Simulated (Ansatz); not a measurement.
SiO2: ε∞ with and without local fields

Plane-wave DFT in Ansatz with scalar-relativistic PAW potentials. The crystal relaxes under PBE to P6_422 with a = 5.105 Å, c = 5.585 Å, 14.01 Å³/atom. No spin polarisation. This form isn't the usual stable structure of the compound.

A sum over independent transitions (LDA, gap on the mesh 5.50 eV) gives a mean ε∞ of 2.51.

Q: What does self-consistent linear response to a field give, and why do the two differ?

A: 2.38, which is 5.1 % lower. The response calculation lets the induced density act back: the Hartree local fields oppose the polarisation and lower ε∞, more so where the density is uneven, while the exchange-correlation kernel raises it again by part of that. The net effect here is a decrease, as usual.